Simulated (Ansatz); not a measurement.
Input of an Ansatz 0.2.0 run:

The input input.yaml:

```yaml
crystal:
  lattice:
    - [2.34464976, -1.71339982, 0.0]
    - [2.34464976, 1.71339982, 0.0]
    - [-0.86054991, 0.0, 5.05943948]
  atoms:
    - { symbol: Cu, position: [0.0032, 0.4968, 0.0] }
    - { symbol: Cu, position: [0.4968, 0.0032, 0.5] }
    - { symbol: O, position: [0.5714, 0.4056, 0.2537] }
    - { symbol: O, position: [0.4056, 0.5714, 0.7537] }
hamiltonian:
  xc: r2scan
  pseudopotentials: { kind: paw }
kpoints:
  mp_grid: { grid: [8, 8, 5] }
scf:
  occupations: { method: fermi_dirac, width: 0.05 }
phonons:
  method: dfpt
```

Potentials or basis: Ansatz PAW.

Run with:

```sh
$ ansatz run input.yaml --threads 2 --pin off --max-ram 5632MiB --backend cpu --events-out ev --progress --plain --runs-dir out
```

(1) Estimate the highest phonon frequency at Γ.

(2) Predict the band gap on the k mesh.

Results:

(1) 505 cm⁻¹.

(2) none (metal or under the smearing width).

Caveat: the run has no spin polarisation, though such a crystal can be magnetic; semilocal functionals often make such compounds metallic where correlation or magnetic order opens a gap, which also shifts bond lengths.
